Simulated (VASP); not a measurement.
# SnO2 (P4_2/mnm) in VASP: a series of runs

Aim: see how the results for SnO2 move with the level of theory and the settings. Levels: HSE06, LDA, PBE. Tasks: band structure, phonons.

Everything below comes from runs of VASP 6.6.1. Logs are shortened: lines on timing, memory, paths and dates and some standing lists are left out, and cuts for length are marked.

## (1) Starting point

Symmetry: P4_2/mnm, No. 136, tetragonal system. Conventional cell: a = 4.738 Å, b = 4.738 Å, c = 3.187 Å, α = 90.00°, β = 90.00°, γ = 90.00°. Around Sn (site symmetry mmm) lie 6 O at 2.05 to 2.06 Å. Around O (site symmetry m2m) lie 3 Sn at 2.05 to 2.06 Å.

## (2) Band structure, HSE06

POSCAR

```
SnO2
1.0
    4.7380000000      0.0000000000      0.0000000000
    0.0000000000      4.7380000000      0.0000000000
    0.0000000000      0.0000000000      3.1865000000
Sn O
2 4
Direct
    0.0000000000      0.0000000000      0.0000000000
    0.5000000000      0.5000000000      0.5000000000
    0.3071000000      0.3071000000      0.0000000000
    0.1929000000      0.8071000000      0.5000000000
    0.6929000000      0.6929000000      0.0000000000
    0.8071000000      0.1929000000      0.5000000000
```

INCAR.step1

```
SYSTEM = SnO2
PREC = Accurate ; ENCUT = 520
EDIFF = 1E-5 ; ISMEAR = -1
SIGMA = 0.05 ; LREAL = .False.
LASPH = .True. ; NELM = 100
ALGO = Normal ; ISIF = 2
LWAVE = .True. ; LCHARG = .False.
KPAR = 8 ; GGA = PE
```

INCAR.step2

```
SYSTEM = SnO2
PREC = Accurate ; ENCUT = 520
EDIFF = 1E-6 ; ISMEAR = -1
SIGMA = 0.05 ; LREAL = .False.
LASPH = .True. ; NELM = 100
ALGO = Normal ; ISIF = 2
LWAVE = .False. ; LCHARG = .False.
GGA = PE ; LHFCALC = .True.
HFSCREEN = 0.2 ; PRECFOCK = Fast
KPAR = 8 ; ISTART = 1
```

KPOINTS

```
Automatic mesh
0
Gamma
  4 4 6
  0 0 0
```

KPOINTS_OPT

```
explicit points
13
Reciprocal
 0.0000000000  0.0000000000  0.0000000000 1
 0.0000000000  0.0000000000  0.0200000000 1
 0.0000000000  0.0000000000  0.0400000000 1
 0.0000000000  0.0000000000  0.0600000000 1
 0.0000000000  0.0000000000  0.0800000000 1
 0.0000000000  0.0000000000  0.1000000000 1
 0.0000000000  0.0000000000  0.1200000000 1
 0.0200000000  0.0200000000  0.0000000000 1
 0.0400000000  0.0400000000  0.0000000000 1
 0.0600000000  0.0600000000  0.0000000000 1
 0.0800000000  0.0800000000  0.0000000000 1
 0.1000000000  0.1000000000  0.0000000000 1
 0.1200000000  0.1200000000  0.0000000000 1
```

Potentials or basis: VASP PAW PBE potentials, release 64 (Sn_d, O).

The run is started by

```sh
> cat potpaw_PBE.64/Sn_d/POTCAR potpaw_PBE.64/O/POTCAR > POTCAR
> cp INCAR.step1 INCAR
> mpirun -np 8 vasp_std > vasp.out
> cp INCAR.step2 INCAR
> mpirun -np 8 vasp_std > vasp.out
```

OUTCAR:

```text
SYSTEM = SnO2
   PREC = Accurate
   ENCUT = 520
   EDIFF = 1E-6
   ISMEAR = -1
   LREAL = .False.
   LASPH = .True.
   NELM = 100
   ISIF = 2
   GGA = PE
   LHFCALC = .True.
   HFSCREEN = 0.2
   PRECFOCK = Fast
   ISTART = 1

 ion  position               nearest neighbor table
   1  0.000  0.000  0.000-   4 2.05   6 2.05   4 2.05   6 2.05   5 2.06   3 2.06   2 3.71   2 3.71
                             2 3.71   2 3.71   2 3.71   2 3.71   2 3.71   2 3.71
   2  0.500  0.500  0.500-   3 2.05   5 2.05   3 2.05   5 2.05   4 2.06   6 2.06   1 3.71   1 3.71
                             1 3.71   1 3.71   1 3.71   1 3.71   1 3.71   1 3.71
   3  0.307  0.307  0.000-   2 2.05   2 2.05   1 2.06
   4  0.193  0.807  0.500-   1 2.05   1 2.05   2 2.06
   5  0.693  0.693  0.000-   2 2.05   2 2.05   1 2.06
   6  0.807  0.193  0.500-   1 2.05   1 2.05   2 2.06

  LATTYP: Found a simple tetragonal cell.
 ALAT       =     4.7380000000
 C/A-ratio  =     0.6725411566

  Lattice vectors:

 A1 = (   4.7380000000,   0.0000000000,   0.0000000000)
 A2 = (   0.0000000000,   4.7380000000,   0.0000000000)
 A3 = (   0.0000000000,   0.0000000000,   3.1865000000)

Analysis of symmetry for initial positions (statically):
=====================================================================
 Subroutine PRICEL returns:
 Original cell was already a primitive cell.

 Routine SETGRP: Setting up the symmetry group for a
 simple tetragonal supercell.

 Subroutine GETGRP returns: Found 16 space group operations
 (whereof  8 operations were pure point group operations)
 out of a pool of 16 trial point group operations.

The static configuration has the point symmetry D_2h.
 The point group associated with its full space group is D_4h.

Analysis of symmetry for dynamics (positions and initial velocities):
=====================================================================
 Subroutine PRICEL returns:
 Original cell was already a primitive cell.

 Routine SETGRP: Setting up the symmetry group for a
 simple tetragonal supercell.

 Subroutine GETGRP returns: Found 16 space group operations
 (whereof  8 operations were pure point group operations)
 out of a pool of 16 trial point group operations.

The dynamic configuration has the point symmetry D_2h.
 The point group associated with its full space group is D_4h.

 Subroutine INISYM returns: Found 16 space group operations
 (whereof  8 operations are pure point group operations),
 and found     1 'primitive' translations

----------------------------------------------------------------------------------------

                                     Primitive cell

  volume of cell :      71.5326

  direct lattice vectors                    reciprocal lattice vectors
     4.738000000  0.000000000  0.000000000     0.211059519  0.000000000  0.000000000
     0.000000000  4.738000000  0.000000000     0.000000000  0.211059519  0.000000000
     0.000000000  0.000000000  3.186500000     0.000000000  0.000000000  0.313823945

  length of vectors
     4.738000000  4.738000000  3.186500000     0.211059519  0.211059519  0.313823945

  position of ions in fractional coordinates (direct lattice)
     0.000000000  0.000000000  0.000000000
     0.500000000  0.500000000  0.500000000
     0.307100000  0.307100000  0.000000000
     0.192900000  0.807100000  0.500000000
     0.692900000  0.692900000  0.000000000
     0.807100000  0.192900000  0.500000000

  ion indices of the primitive-cell ions
   primitive index   ion index
                 1           1
                 2           2
                 3           3
                 4           4
                 5           5
                 6           6

----------------------------------------------------------------------------------------

 KPOINTS: Automatic mesh

Automatic generation of k-mesh.
 Grid dimensions read from file:
 generate k-points for:    4    4    6

 Generating k-lattice:

  Cartesian coordinates                     Fractional coordinates (reciprocal lattice)
     0.052764880  0.000000000  0.000000000     0.250000000  0.000000000  0.000000000
     0.000000000  0.052764880  0.000000000     0.000000000  0.250000000  0.000000000
     0.000000000  0.000000000  0.052303991     0.000000000  0.000000000  0.166666667

  Length of vectors
     0.052764880  0.052764880  0.052303991

  Shift w.r.t. Gamma in fractional coordinates (k-lattice)
     0.000000000  0.000000000  0.000000000

 Subroutine IBZKPT returns following result:
 ===========================================

 Found     24 irreducible k-points:

 Following reciprocal coordinates:
            Coordinates               Weight
  0.000000  0.000000  0.000000      1.000000
  0.250000  0.000000  0.000000      4.000000
  0.500000  0.000000  0.000000      2.000000
  0.250000  0.250000  0.000000      4.000000
  0.500000  0.250000  0.000000      4.000000
  0.500000  0.500000  0.000000      1.000000
[... 16 lines left out ...]
  0.500000  0.250000  0.500000      4.000000
  0.500000  0.500000  0.500000      1.000000
   k-points           NKPTS =     24   k-points in BZ     NKDIM =     96   number of bands    NBANDS=     31
   number of dos      NEDOS =    301   number of ions     NIONS =      6
   total plane-waves  NPLWV =  31104
   dimension x,y,z NGX =    36 NGY =   36 NGZ =   24
   dimension x,y,z NGXF=    72 NGYF=   72 NGZF=   48
   ions per type =               2   4
   NGX,Y,Z   is equivalent  to a cutoff of  12.63, 12.63, 12.52 a.u.
   NGXF,Y,Z  is equivalent  to a cutoff of  25.26, 25.26, 25.04 a.u.
 SYSTEM =  SnO2
   PREC   = accura    normal or accurate (medium, high low for compatibility)
   ISTART =      1    job   : 0-new  1-cont  2-samecut
   ICHARG =      0    charge: 1-file 2-atom 10-const
   ISPIN  =      1    spin polarized calculation?
   LNONCOLLINEAR =      F non collinear calculations
   LSORBIT =      F    spin-orbit coupling
   LASPH  =      T    aspherical Exc in radial PAW
   ENCUT  =  520.0 eV  38.22 Ry    6.18 a.u.   8.81  8.81  5.92*2*pi/ulx,y,z
   NELM   =    100;   NELMIN=  2; NELMDL=  0     # of ELM steps
   EDIFF  = 0.1E-05   stopping-criterion for ELM
   LREAL  =      F    real-space projection
   EDIFFG = 0.1E-04   stopping-criterion for IOM
   NSW    =      0    number of steps for IOM
   IBRION =     -1    ionic relax: 0-MD 1-quasi-New 2-CG
   NFREE  =      0    steps in history (QN), initial steepest desc. (CG)
   ISIF   =      2    stress and relaxation
   ISYM   =      3    0-nonsym 1-usesym 2-fastsym
   POTIM  = 0.5000    time-step for ionic-motion
   TEBEG  =    0.0;   TEEND  =   0.0 temperature during run
   PSTRESS=    0.0 pullay stress
   NELECT =      52.0000    total number of electrons
   NUPDOWN=      -1.0000    fix difference up-down
   EMIN   =  10.00;   EMAX   =-10.00  energy-range for DOS
   EFERMI =   0.00;   METHOD = LEGACY
   ISMEAR =    -1;   SIGMA  =   0.05  broadening in eV -4-tet -1-fermi 0-gaus
   EFERMI_NEDOS =   21; number of points for ismear=-14 and -15
   IALGO  =     38    algorithm
   IMIX   =      1    mixing-type and parameters
     AMIX     =   0.40;   BMIX     =  1.00
     AMIX_MAG =   1.60;   BMIX_MAG =  1.00
  volume/ion in A,a.u.               =      11.92        80.45
  Fermi-wavevector in a.u.,A,eV,Ry     =   1.472000  2.781677 29.480903  2.166785
  Thomas-Fermi vector in A             =   2.587068
   LORBIT       =      0    0 simple, 1 ext, 2 COOP (PROOUT), +10 PAW based schemes
   GGA     = PE    functional components
   LHFCALC =     T    Hartree Fock is set to
   PRECFOCK=fast      Normal, Fast or Accurate (Low or Medium for compatibility)
   ENCUT4O =  -1.0   cutoff for four orbital integrals eV
   NKREDX  =     1    reduce k-point grid by
   NKREDY  =     1    reduce k-point grid by
   NKREDZ  =     1    reduce k-point grid by
   AEXX    =    0.2500 exact exchange contribution
   HFSCREEN=    0.2000 screening length (either q_TF or 0.3 A-1)
   HFSCREENC=   0.2000 screening length for correlation (either q_TF or 0.3 A-1)
   ENCUTFOCK=  -1.0 apply spherical cutoff to Coloumb kernel
   IVDW    =     0    specifies the selected vdW correction
   LEPSILON=     F    determine dielectric tensor
   LRPA    =     F    only Hartree local field effects (RPA)
 non-spin polarized calculation
  energy-cutoff  :      520.00
  volume of cell :       71.53
 maximum number of plane-waves:      1992
 NGX is ok and might be reduce to    36
  NGX = 20; NGY = 20; NGZ = 14

 number of electron      51.9999993 magnetization

 Free energy of the ion-electron system (eV)
  ---------------------------------------------------
  ext. energy  EPLUGINS =         0.00000000
  ---------------------------------------------------
  free energy    TOTEN  =       -47.47918100 eV

  energy without entropy =      -47.47918100  energy(sigma->0) =      -47.47918100

 E-fermi :   5.7699     XC(G=0):  -9.2105

 val. band max:        4.7813839025   @ k =   0.0000   0.0000   0.0000
 cond. band min:       7.8348555273   @ k =   0.0000   0.0000   0.0000
 fundamental gap:      3.0534716248
 Fermi energy:         5.7699431699

 k-point     1 :       0.0000    0.0000    0.0000
  band No.  band energies     occupation
      1     -17.6965      2.00000
      2     -16.8051      2.00000
      3     -16.4801      2.00000
      4     -16.4801      2.00000
      5     -16.4477      2.00000
      6     -16.3944      2.00000
[... 23 lines left out ...]
     30      13.0402      0.00000
     31      17.1990      0.00000

 k-point     2 :       0.2500    0.0000    0.0000
  band No.  band energies     occupation
      1     -17.5910      2.00000
      2     -16.9408      2.00000
      3     -16.4766      2.00000
      4     -16.4765      2.00000
      5     -16.4564      2.00000
      6     -16.4515      2.00000
[... 23 lines left out ...]
     30      13.5253      0.00000
     31      17.8343      0.00000

 k-point     3 :       0.5000    0.0000    0.0000
  band No.  band energies     occupation
      1     -17.2977      2.00000
      2     -17.2977      2.00000
      3     -16.4729      2.00000
      4     -16.4729      2.00000
      5     -16.4633      2.00000
      6     -16.4633      2.00000
[... 23 lines left out ...]
     30      13.8183      0.00000
     31      18.0532      0.00000

 k-point     4 :       0.2500    0.2500    0.0000
  band No.  band energies     occupation
      1     -17.5391      2.00000
      2     -17.0896      2.00000
      3     -16.4812      2.00000
      4     -16.4730      2.00000
      5     -16.4647      2.00000
      6     -16.4336      2.00000
[... 23 lines left out ...]
     30      13.7905      0.00000
     31      17.6431      0.00000

 k-point     5 :       0.5000    0.2500    0.0000
  band No.  band energies     occupation
      1     -17.3607      2.00000
      2     -17.3607      2.00000
      3     -16.4777      2.00000
      4     -16.4777      2.00000
      5     -16.4419      2.00000
      6     -16.4419      2.00000
[... 23 lines left out ...]
     30      14.0568      0.00000
     31      17.9828      0.00000
[... 542 lines left out ...]
     30      14.8813      0.00000
     31      18.1750      0.00000

 k-point    22 :       0.2500    0.2500    0.5000
  band No.  band energies     occupation
      1     -17.6232      2.00000
      2     -17.4245      2.00000
      3     -16.8700      2.00000
      4     -16.4893      2.00000
      5     -16.2890      2.00000
      6     -16.2880      2.00000
[... 23 lines left out ...]
     30      16.7859      0.00000
     31      17.3626      0.00000

 k-point    23 :       0.5000    0.2500    0.5000
  band No.  band energies     occupation
      1     -17.5457      2.00000
      2     -17.5457      2.00000
      3     -16.6743      2.00000
      4     -16.6743      2.00000
      5     -16.2876      2.00000
      6     -16.2876      2.00000
[... 23 lines left out ...]
     30      15.5726      0.00000
     31      18.0404      0.00000

 k-point    24 :       0.5000    0.5000    0.5000
  band No.  band energies     occupation
      1     -17.4328      2.00000
      2     -17.4328      2.00000
      3     -16.8782      2.00000
      4     -16.8782      2.00000
      5     -16.2820      2.00000
      6     -16.2820      2.00000
[... 23 lines left out ...]
     30      15.6492      0.00000
     31      18.1845      0.00000

------------------------ aborting loop because EDIFF is reached ----------------------------------------

  FORCE on cell =-STRESS in cart. coord.  units (eV):
  Direction    XX          YY          ZZ          XY          YZ          ZX
  --------------------------------------------------------------------------------------
  -------------------------------------------------------------------------------------
  Total        1.0999582      1.0999582      1.2684228      0.0000000      0.0000000      0.0000000
  in kB       24.6367115     24.6367115     28.4099569      0.0000000      0.0000000      0.0000000
  external PRESSURE =      25.8944600 kB  Pullay stress =       0.0000000 kB

 VOLUME and BASIS-vectors are now :
 -----------------------------------------------------------------------------
  energy-cutoff  :      520.00
  volume of cell :       71.53
      direct lattice vectors                 reciprocal lattice vectors
     4.738000000  0.000000000  0.000000000     0.211059519  0.000000000  0.000000000
     0.000000000  4.738000000  0.000000000     0.000000000  0.211059519  0.000000000
     0.000000000  0.000000000  3.186500000     0.000000000  0.000000000  0.313823945

 POSITION                                       TOTAL-FORCE (eV/Angst)
 -----------------------------------------------------------------------------------
      0.00000      0.00000      0.00000         0.000000     -0.000000      0.000000
      2.36900      2.36900      1.59325         0.000000     -0.000000      0.000000
      1.45504      1.45504      0.00000        -0.140537     -0.140537     -0.000000
      0.91396      3.82404      1.59325         0.140537     -0.140537      0.000000
      3.28296      3.28296      0.00000         0.140537      0.140537      0.000000
      3.82404      0.91396      1.59325        -0.140537      0.140537     -0.000000
 -----------------------------------------------------------------------------------
    total drift:                               -0.000030     -0.000026     -0.000002

  FREE ENERGIE OF THE ION-ELECTRON SYSTEM (eV)
  ---------------------------------------------------
  free  energy   TOTEN  =       -47.4791810034 eV

  energy  without entropy=      -47.4791810033  energy(sigma->0) =      -47.47918100
```

Wall time 47 min (8 MPI ranks of Intel Xeon Platinum 8375C at 2.90GHz (Ice Lake), shared host); peak memory 0.4 GiB.

Results:

* Free energy: -47.4792 eV
* Pressure: 2.6 GPa
* Largest force: 0.199 eV/Å
* Band gap on the k mesh: 3.05 eV, direct
* Band gap along the path: 3.05 eV, direct

Forces in eV/Å, atoms in the order of the input:
```
Sn   0.000  0.000  0.000
Sn   0.000  0.000  0.000
O   -0.141 -0.141  0.000
O    0.141 -0.141  0.000
O    0.141  0.141  0.000
O   -0.141  0.141  0.000
```

Levels at points of the mesh, in eV from the valence-band top:
```csv
k point,band 23,band 24,band 25,band 26,band 27,band 28,band 29,band 30
"(0.00, 0.00, 0.00)",-1.03,-0.71,-0.71,0.00,3.05,8.21,8.26,8.26
"(0.50, 0.00, 0.00)",-0.97,-0.97,-0.60,-0.60,6.37,6.37,9.04,9.04
"(0.50, 0.50, 0.00)",-1.11,-1.11,-0.98,-0.98,6.84,6.84,9.50,9.50
"(0.00, 0.00, 0.50)",-1.77,-1.77,-1.36,-1.36,8.41,8.41,11.87,11.87
"(0.50, 0.00, 0.50)",-1.16,-1.16,-0.50,-0.50,8.70,8.70,10.10,10.10
"(0.50, 0.50, 0.50)",-0.97,-0.97,-0.91,-0.91,6.93,6.93,10.87,10.87
```

Caveat: the PAW data sets were made with another functional, which shifts forces and pressure a little; spin-orbit coupling is left out, which moves the levels of the heavy elements.

(Part 1 of 2 ends here.)
